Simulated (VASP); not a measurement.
# Si in VASP: one cell, several levels of theory

Diamond Si, under +0.5 % biaxial strain in x and y, free along z is computed at one geometry. Runs: PBE, r2SCAN. The results are then set beside those of Ansatz 0.2.0 for the same cell.

Program: VASP 6.6.1. PAW datasets, plane waves. (Simulation; spin polarisation is off.)

### 1 The structure to begin with

The cell comes from an earlier relaxation with r2SCAN in another program, then strained, with the atoms relaxed again.

Space group I4_1/amd (No. 141), tetragonal; conventional cell a = 3.869 Å, c = 5.426 Å, 20.30 Å³ an atom. Near Si stand 4 Si at 2.36 Å.

Coordinates:

```cif
data_structure
_symmetry_space_group_name_H-M 'I4_1/amd:1'
_symmetry_Int_Tables_number 141
_cell_length_a 3.8689
_cell_length_b 3.8689
_cell_length_c 5.4256
_cell_angle_alpha 90.000
_cell_angle_beta 90.000
_cell_angle_gamma 90.000
_cell_volume 81.21
loop_
_atom_site_label
_atom_site_type_symbol
_atom_site_symmetry_multiplicity
_atom_site_Wyckoff_symbol
_atom_site_fract_x
_atom_site_fract_y
_atom_site_fract_z
_atom_site_occupancy
Si1 Si 4 a 0.00000 0.00000 0.00000 1
```

### 2 PBE at this geometry

Contents of INCAR:

```
ENCUT = 520.000000
SIGMA = 0.020000
EDIFF = 1.00e-07
GGA = PE
PREC = Accurate
IBRION = -1
ISIF = 2
ISMEAR = -1
NBANDS = 11
NELM = 120
NSW = 0
LASPH = .TRUE.
LCHARG = .FALSE.
LWAVE = .FALSE.
LREAL = .FALSE.
```

Contents of KPOINTS:

```
KPOINTS created by Atomic Simulation Environment
0
Gamma
8 8 8
0 0 0
```

Contents of KPOINTS_OPT:

```
special points
7
Reciprocal
0.0000000000 0.0000000000 0.0000000000 1
0.5000000000 0.0000000000 0.5000000000 1
0.6250000000 0.2500000000 0.6250000000 1
0.3750000000 0.3750000000 0.7500000000 1
0.5000000000 0.5000000000 0.5000000000 1
0.5000000000 0.2500000000 0.7500000000 1
0.4192710000 0.4192710000 0.0000000000 1
```

Contents of POSCAR:

```
Si
 1.0000000000000000
     0.0000000000000000    2.7357294901999998    2.7127953184000000
     2.7357294901999998    0.0000000000000000    2.7127953184000000
     2.7357294901999998    2.7357294901999998    0.0000000000000000
 Si
   2
Cartesian
  0.0000000000000000  0.0000000000000000  0.0000000000000000
  1.3678647450999999  1.3678647450999999  1.3563976592000000
```

Potentials: the recommended PBE PAW datasets, 8 valence electrons in the neutral cell.

Run with:

```bash
> mpirun -np 1 vasp_std
```

Printed to the terminal (iteration lines stand in OSZICAR):

```text
POSCAR found type information on POSCAR Si
 POSCAR found :  1 types and       2 ions
 LDA part: xc-table for (Slater+PW92), standard interpolation
 POSCAR, INCAR and KPOINTS ok, starting setup
 FFT: planning ... GRIDC
 FFT: planning ... GRID_SOFT
 FFT: planning ... GRID
 WAVECAR not read
 entering main loop
 Start KPOINTS_OPT (optional k-point list driver)
k-point batch [1-7\7]
```

OSZICAR:

```text
N       E                     dE             d eps       ncg     rms          rms(c)
DAV:   1     0.627568836027E+01    0.62757E+01   -0.31191E+03  1298   0.556E+02
DAV:   2    -0.104487865379E+02   -0.16724E+02   -0.16018E+02  1807   0.841E+01
DAV:   3    -0.110131591347E+02   -0.56437E+00   -0.56223E+00  1691   0.126E+01
DAV:   4    -0.110176593833E+02   -0.45002E-02   -0.44995E-02  1559   0.140E+00
DAV:   5    -0.110177003692E+02   -0.40986E-04   -0.40986E-04  1669   0.128E-01    0.480E+00
DAV:   6    -0.108984400014E+02    0.11926E+00   -0.67309E-02  1469   0.106E+00    0.292E+00
DAV:   7    -0.108434374388E+02    0.55003E-01   -0.13119E-01  1495   0.160E+00    0.172E-01
DAV:   8    -0.108447170262E+02   -0.12796E-02   -0.58187E-03  1499   0.411E-01    0.798E-02
DAV:   9    -0.108449281459E+02   -0.21112E-03   -0.20375E-04  1615   0.868E-02    0.586E-02
DAV:  10    -0.108449527467E+02   -0.24601E-04   -0.21116E-05  1518   0.265E-02    0.528E-03
DAV:  11    -0.108449533952E+02   -0.64850E-06   -0.20818E-06  1591   0.747E-03    0.315E-03
DAV:  12    -0.108449535303E+02   -0.13513E-06   -0.44618E-07  1491   0.417E-03    0.199E-03
DAV:  13    -0.108449535775E+02   -0.47235E-07   -0.42712E-09   937   0.450E-04
   1 F= -.10844954E+02 E0= -.10844954E+02  d E =-.384202E-08
       N       E                     dE             ncg
DAV:   1     0.644008876978E+03   -0.15445E+04      154
DAV:   2     0.514776621293E+03   -0.12923E+03      211
DAV:   3     0.510353672891E+03   -0.44229E+01      195
DAV:   4     0.510324530283E+03   -0.29143E-01      216
DAV:   5     0.510324335454E+03   -0.19483E-03      205
DAV:   6     0.510324333436E+03   -0.20181E-05      205
DAV:   7     0.510324333404E+03   -0.31520E-07      197
```

The lines after F= are the extra pass for the points of KPOINTS_OPT, at fixed density; their E is not a total energy.

OUTCAR, selected sections:

```text
k-points           NKPTS =     59   k-points in BZ     NKDIM =     59   number of bands    NBANDS=     11

   NELECT =       8.0000    total number of electrons

   dimension x,y,z NGX =    30 NGY =   30 NGZ =   30
   dimension x,y,z NGXF=    60 NGYF=   60 NGZF=   60

  energy-cutoff  :      520.00
  volume of cell :       40.61
      direct lattice vectors                 reciprocal lattice vectors
     0.000000000  2.735729490  2.712795318    -0.182766608  0.182766608  0.184311731
     2.735729490  0.000000000  2.712795318     0.182766608 -0.182766608  0.184311731
     2.735729490  2.735729490  0.000000000     0.182766608  0.182766608 -0.184311731

 k-points in reciprocal lattice and weights: KPOINTS created by Atomic Simulation Env
   0.00000000  0.00000000  0.00000000       0.002
   0.12500000  0.00000000  0.00000000       0.016
   0.25000000  0.00000000  0.00000000       0.016
   0.37500000  0.00000000  0.00000000       0.016
   0.50000000  0.00000000  0.00000000       0.008
   0.12500000  0.12500000  0.00000000       0.004
   0.25000000  0.12500000  0.00000000       0.016
   0.37500000  0.12500000  0.00000000       0.016
[... 51 more k-points ...]

 E-fermi :   5.9940

 k-point     1 :       0.0000    0.0000    0.0000
  band No.  band energies     occupation
      1      -6.1752      2.00000
      2       5.6672      2.00000
      3       5.6672      2.00000
      4       5.7256      2.00000
      5       8.2255      0.00000
      6       8.2565      0.00000
      7       8.2565      0.00000
      8       8.8986      0.00000
      9      13.3235      0.00000
     10      13.4733      0.00000
     11      13.5914      0.00000

 k-point     2 :       0.1250    0.0000    0.0000
  band No.  band energies     occupation
      1      -5.9736      2.00000
      2       4.0938      2.00000
      3       5.3792      2.00000
      4       5.4255      2.00000
      5       8.1492      0.00000
      6       8.6575      0.00000
      7       8.6723      0.00000
      8      10.2787      0.00000
      9      12.8643      0.00000
     10      12.9812      0.00000
     11      14.3708      0.00000

 k-point     3 :       0.2500    0.0000    0.0000
  band No.  band energies     occupation
      1      -5.3854      2.00000
      2       1.7880      2.00000
      3       4.9067      2.00000
      4       4.9675      2.00000
      5       7.6683      0.00000
      6       9.1711      0.00000
      7       9.1939      0.00000
      8      12.4921      0.00000
      9      12.8589      0.00000
     10      12.8951      0.00000
     11      14.6402      0.00000

 k-point     4 :       0.3750    0.0000    0.0000
  band No.  band energies     occupation
      1      -4.5045      2.00000
      2      -0.2080      2.00000
      3       4.5763      2.00000
      4       4.6498      2.00000
      5       7.3033      0.00000
      6       9.1105      0.00000
      7       9.1696      0.00000
      8      13.5408      0.00000
      9      14.2143      0.00000
     10      14.2619      0.00000
     11      15.2615      0.00000

 k-point     5 :       0.5000    0.0000    0.0000
  band No.  band energies     occupation
      1      -3.8791      2.00000
      2      -1.2140      2.00000
      3       4.4628      2.00000
      4       4.5412      2.00000
      5       7.1749      0.00000
      6       9.0010      0.00000
      7       9.0673      0.00000
      8      13.3984      0.00000
      9      16.1517      0.00000
     10      16.2453      0.00000
     11      16.8397      0.00000

 k-point     6 :       0.1250    0.1250    0.0000
  band No.  band energies     occupation
      1      -5.9029      2.00000
      2       4.3760      2.00000
      3       4.8701      2.00000
      4       4.8701      2.00000
      5       7.6702      0.00000
      6       9.3798      0.00000
      7       9.3798      0.00000
      8       9.9661      0.00000
      9      12.2731      0.00000
     10      13.6265      0.00000
     11      14.6846      0.00000

 k-point     7 :       0.2500    0.1250    0.0000
  band No.  band energies     occupation
      1      -5.4376      2.00000
      2       2.4799      2.00000
      3       4.3594      2.00000
      4       4.4701      2.00000
      5       7.7935      0.00000
      6       9.3482      0.00000
      7      10.1251      0.00000
      8      10.4532      0.00000
      9      13.1496      0.00000
     10      13.8228      0.00000
     11      15.6533      0.00000

[... the tables of k-points 8 to 59 left out ...]

  Total        0.0897955      0.0897955      0.2931050      0.0000000      0.0000000      0.0000000
  in kB        3.5430047      3.5430047     11.5648630      0.0000000      0.0000000      0.0000000
  external PRESSURE =       6.2169575 kB  Pullay stress =       0.0000000 kB

 POSITION                                       TOTAL-FORCE (eV/Angst)
 -----------------------------------------------------------------------------------
      0.00000      0.00000      0.00000        -0.000000      0.000000     -0.000000
      1.36786      1.36786      1.35640         0.000000     -0.000000      0.000000
 -----------------------------------------------------------------------------------
    total drift:                               -0.000000     -0.000000     -0.000000

  FREE ENERGIE OF THE ION-ELECTRON SYSTEM (eV)
  ---------------------------------------------------
  free  energy   TOTEN  =       -10.8449535775 eV

  energy  without entropy=      -10.8449535737  energy(sigma->0) =      -10.84495358
```

Hardware: 1 MPI rank of Intel Xeon Platinum 8488C, shared host.

The levels at the points of KPOINTS_OPT are read from vasprun.xml.

Near the gap, in eV above the top of the last filled band v; c is the band after it:

| point | v−1 | v | c | c+1 |
| --- | --- | --- | --- | --- |
| Γ | -0.06 | 0.00 | 2.50 | 2.53 |
| X | -2.83 | -2.83 | 0.72 | 0.72 |
| U | -4.27 | -2.41 | 1.21 | 4.12 |
| K | -4.27 | -2.47 | 1.14 | 4.01 |
| L | -1.26 | -1.18 | 1.45 | 3.28 |
| W | -3.83 | -3.83 | 4.20 | 4.20 |

The PBE gap is 0.51 eV and indirect (Γ to (0.42, 0.42, 0.00)), with 2.50 eV as the least direct one. Pressure: 0.62 GPa; the forces vanish within 0.01 eV/Å.

### 3 r2SCAN at this geometry

Contents of INCAR:

```
ENCUT = 520.000000
SIGMA = 0.010000
EDIFF = 1.00e-07
ALGO = Normal
METAGGA = R2SCAN
PREC = Accurate
IBRION = -1
ISIF = 2
ISMEAR = 0
NBANDS = 11
NELM = 120
NSW = 0
LASPH = .TRUE.
LCHARG = .TRUE.
LELF = .TRUE.
LWAVE = .FALSE.
LREAL = .FALSE.
```

KPOINTS is that of step 2.

KPOINTS_OPT is that of step 2.

POSCAR is that of step 2.

Run with:

```bash
> mpirun -np 1 vasp_std
```

Standard output, without the iteration lines:

```text
POSCAR found type information on POSCAR Si
 POSCAR found :  1 types and       2 ions
 -----------------------------------------------------------------------------
|                                                                             |
|                                                                             |
|     You enforced a specific xc type in the INCAR file but a different       |
|     I HOPE YOU KNOW WHAT YOU ARE DOING!                                     |
|                                                                             |
 -----------------------------------------------------------------------------

 LDA part: xc-table for (None), standard interpolation
 POSCAR, INCAR and KPOINTS ok, starting setup
 FFT: planning ... GRIDC
 FFT: planning ... GRID_SOFT
 FFT: planning ... GRID
 WAVECAR not read
 entering main loop
 Start KPOINTS_OPT (optional k-point list driver)
k-point batch [1-7\7]
```

OSZICAR:

```text
N       E                     dE             d eps       ncg     rms          rms(c)
DAV:   1    -0.104487517738E+01   -0.10449E+01   -0.32253E+03  1298   0.574E+02
DAV:   2    -0.181429814836E+02   -0.17098E+02   -0.16376E+02  1807   0.865E+01
DAV:   3    -0.187090625279E+02   -0.56608E+00   -0.56392E+00  1694   0.127E+01
DAV:   4    -0.187133167735E+02   -0.42542E-02   -0.42536E-02  1548   0.138E+00
DAV:   5    -0.187133548591E+02   -0.38086E-04   -0.38085E-04  1653   0.127E-01    0.594E+00
DAV:   6    -0.175477321403E+02    0.11656E+01   -0.13055E-01  1457   0.212E+00    0.407E+00
DAV:   7    -0.175463459709E+02    0.13862E-02   -0.14357E-01  1397   0.184E+00    0.302E-01
DAV:   8    -0.175454676634E+02    0.87831E-03   -0.57044E-03  1469   0.417E-01    0.401E-01
DAV:   9    -0.175455882915E+02   -0.12063E-03   -0.33083E-04  1566   0.142E-01    0.449E-02
DAV:  10    -0.175456029288E+02   -0.14637E-04   -0.73706E-06  1491   0.202E-02    0.139E-02
DAV:  11    -0.175456061710E+02   -0.32422E-05   -0.14290E-06  1537   0.794E-03    0.318E-03
DAV:  12    -0.175456062074E+02   -0.36423E-07   -0.68110E-08  1043   0.165E-03
   1 F= -.17545606E+02 E0= -.17545606E+02  d E =-.178958E-13
       N       E                     dE             ncg
DAV:   1     0.633069158380E+03   -0.15554E+04      154
DAV:   2     0.496877385019E+03   -0.13619E+03      211
DAV:   3     0.492362618739E+03   -0.45148E+01      195
DAV:   4     0.492333868174E+03   -0.28751E-01      216
DAV:   5     0.492333685144E+03   -0.18303E-03      205
DAV:   6     0.492333683373E+03   -0.17710E-05      208
DAV:   7     0.492333683348E+03   -0.25318E-07      194
```

From OUTCAR:

```text
k-points           NKPTS =     59   k-points in BZ     NKDIM =     59   number of bands    NBANDS=     11

   NELECT =       8.0000    total number of electrons

   dimension x,y,z NGX =    30 NGY =   30 NGZ =   30
   dimension x,y,z NGXF=    60 NGYF=   60 NGZF=   60

  energy-cutoff  :      520.00
  volume of cell :       40.61
      direct lattice vectors                 reciprocal lattice vectors
     0.000000000  2.735729490  2.712795318    -0.182766608  0.182766608  0.184311731
     2.735729490  0.000000000  2.712795318     0.182766608 -0.182766608  0.184311731
     2.735729490  2.735729490  0.000000000     0.182766608  0.182766608 -0.184311731

 k-points in reciprocal lattice and weights: KPOINTS created by Atomic Simulation Env
   0.00000000  0.00000000  0.00000000       0.002
   0.12500000  0.00000000  0.00000000       0.016
   0.25000000  0.00000000  0.00000000       0.016
   0.37500000  0.00000000  0.00000000       0.016
   0.50000000  0.00000000  0.00000000       0.008
   0.12500000  0.12500000  0.00000000       0.004
   0.25000000  0.12500000  0.00000000       0.016
   0.37500000  0.12500000  0.00000000       0.016
[... 51 more k-points ...]

 E-fermi :   5.6837

 k-point     1 :       0.0000    0.0000    0.0000
  band No.  band energies     occupation
      1      -6.8299      2.00000
      2       5.5764      2.00000
      3       5.5764      2.00000
      4       5.6387      2.00000
      5       8.3261      0.00000
      6       8.3606      0.00000
      7       8.3606      0.00000
      8       9.4127      0.00000
      9      13.6380      0.00000
     10      13.7947      0.00000
     11      14.2347      0.00000

 k-point     2 :       0.1250    0.0000    0.0000
  band No.  band energies     occupation
      1      -6.6176      2.00000
      2       3.9663      2.00000
      3       5.2716      2.00000
      4       5.3210      2.00000
      5       8.3589      0.00000
      6       8.7853      0.00000
      7       8.8016      0.00000
      8      10.7416      0.00000
      9      13.1823      0.00000
     10      13.3047      0.00000
     11      15.0193      0.00000

 k-point     3 :       0.2500    0.0000    0.0000
  band No.  band energies     occupation
      1      -5.9984      2.00000
      2       1.5534      2.00000
      3       4.7694      2.00000
      4       4.8340      2.00000
      5       7.9139      0.00000
      6       9.3333      0.00000
      7       9.3564      0.00000
      8      13.0264      0.00000
      9      13.2016      0.00000
     10      13.2409      0.00000
     11      15.2517      0.00000

 k-point     4 :       0.3750    0.0000    0.0000
  band No.  band energies     occupation
      1      -5.0713      2.00000
      2      -0.5449      2.00000
      3       4.4169      2.00000
      4       4.4947      2.00000
      5       7.5538      0.00000
      6       9.2724      0.00000
      7       9.3336      0.00000
      8      14.0621      0.00000
      9      14.6473      0.00000
     10      14.6984      0.00000
     11      15.9438      0.00000

 k-point     5 :       0.5000    0.0000    0.0000
  band No.  band energies     occupation
      1      -4.4134      2.00000
      2      -1.6030      2.00000
      3       4.2956      2.00000
      4       4.3786      2.00000
      5       7.4254      0.00000
      6       9.1581      0.00000
      7       9.2268      0.00000
      8      13.9125      0.00000
      9      16.6717      0.00000
     10      16.7716      0.00000
     11      17.5039      0.00000

 k-point     6 :       0.1250    0.1250    0.0000
  band No.  band energies     occupation
      1      -6.5432      2.00000
      2       4.2880      2.00000
      3       4.7362      2.00000
      4       4.7362      2.00000
      5       7.7805      0.00000
      6       9.5530      0.00000
      7       9.5530      0.00000
      8      10.4177      0.00000
      9      12.6306      0.00000
     10      13.9599      0.00000
     11      15.3418      0.00000

 k-point     7 :       0.2500    0.1250    0.0000
  band No.  band energies     occupation
      1      -6.0532      2.00000
      2       2.2860      2.00000
      3       4.1948      2.00000
      4       4.3401      2.00000
      5       7.9278      0.00000
      6       9.6184      0.00000
      7      10.3467      0.00000
      8      10.7320      0.00000
      9      13.6751      0.00000
     10      14.1932      0.00000
     11      16.3091      0.00000

[... the tables of k-points 8 to 59 left out ...]

  Total       -0.2918111     -0.2918111     -0.0666894      0.0000000     -0.0000000      0.0000000
  in kB      -11.5138113    -11.5138113     -2.6313222      0.0000000     -0.0000000      0.0000000
  external PRESSURE =      -8.5529816 kB  Pullay stress =       0.0000000 kB

 POSITION                                       TOTAL-FORCE (eV/Angst)
 -----------------------------------------------------------------------------------
      0.00000      0.00000      0.00000         0.000000      0.000000      0.000000
      1.36786      1.36786      1.35640        -0.000000     -0.000000      0.000000
 -----------------------------------------------------------------------------------
    total drift:                               -0.000000     -0.000000     -0.000000

  FREE ENERGIE OF THE ION-ELECTRON SYSTEM (eV)
  ---------------------------------------------------
  free  energy   TOTEN  =       -17.5456062074 eV

  energy  without entropy=      -17.5456062074  energy(sigma->0) =      -17.54560621
```

Hardware: 1 MPI rank of Intel Xeon Platinum 8488C, shared host.

The levels at the points of KPOINTS_OPT are read from vasprun.xml.

Near the gap, in eV above the top of the last filled band v; c is the band after it:

| point | v−1 | v | c | c+1 |
| --- | --- | --- | --- | --- |
| Γ | -0.06 | 0.00 | 2.69 | 2.72 |
| X | -2.99 | -2.99 | 0.93 | 0.93 |
| U | -4.47 | -2.55 | 1.44 | 4.46 |
| K | -4.46 | -2.62 | 1.36 | 4.34 |
| L | -1.34 | -1.26 | 1.79 | 3.52 |
| W | -4.01 | -4.01 | 4.52 | 4.52 |

The r2SCAN gap is 0.70 eV and indirect (Γ to (0.42, 0.42, 0.00)), with 2.69 eV as the least direct one. Pressure: -0.86 GPa; the forces vanish within 0.01 eV/Å.

The maps below are laid out on this run's own conventional cell (a, b, c = 3.869, 3.869, 5.426 Å).

Density in a lattice plane of the grid's cell (edges 3.87 and 5.43 Å, at 0.000 of the third edge), which holds Si.

Ten even steps from ' ' (-0.19 e/Å³) to '@' (0.57 e/Å³):
```
::==##%%@@%%##**********##%%@@%%##==
**##%%@@@@@@@@%%######%%@@@@@@@@%%##
####%%@@@@@@@@%%##**##%%@@@@@@@@%%##
******##%%@@%%##==::==##%%@@%%##****
====++++**####==..  ..==####**++++==
----====++****++--::--++****++====--
--------==++**************++==------
::::------==++**######**++==------::
::::::------==++++**++++==------::::
::::::::------==========------::::::
::::::::::------------------::::::::
::::::::::::--------------::::::::::
--------::::::::::::::::::::::------
----------::::::::::::::::::--------
======------::::::::::::::------====
**++++==------::::::::::------==++++
####**++==------::::::------==++**##
********++==--------------==++******
::--++****++====------====++****++--
  ..==####**++++======++++**####==..
```
Columns run along the first of these edges and rows up along the second, over one cell in 18 and 20 even steps from the bottom left corner. Atoms in the plane (fractional): Si at (0.00, 0.00), Si at (0.50, 0.75).

ELF in the same plane.

Ten even steps from '0' (0.01) to '9' (0.95):
```
126899987678999862
468999997679999986
679999986468999997
678999862126899987
557888630003688875
234565421112456543
012344444444444321
000124556665542100
000013456665431000
000001244544210000
000000112221100000
000000000000000000
000000000000000000
221100000000000112
544210000000001244
665431000000013456
665542100000124556
444444321012344444
112456543234565421
003688875557888630
```
Columns run along the first of these edges and rows up along the second, over one cell in 18 and 20 even steps from the bottom left corner. Atoms in the plane (fractional): Si at (0.00, 0.00), Si at (0.50, 0.75).

Both are smooth fields of the valence electrons: close to the nuclei they are not physical.

Maxima of ELF outside the ion cores: 0.96 on the Si–Si line, 1.1 Å from Si.

### 4 Results

```
 level  gap (eV)  pressure (GPa)  Ansatz: gap (eV)  Ansatz: pressure (GPa)
   PBE      0.51            0.62              0.51                    0.70
r2SCAN      0.70           -0.86              0.69                   -0.62
```

The gap runs from 0.51 eV (PBE) to 0.70 eV (r2SCAN). The pressure is highest with PBE (0.6 GPa) and lowest with r2SCAN (-0.9 GPa), which orders the cells that they would relax to. The two programs agree on the gap within 0.02 eV, far less than the spread between functionals. Each program uses its own PAW datasets and cutoff.
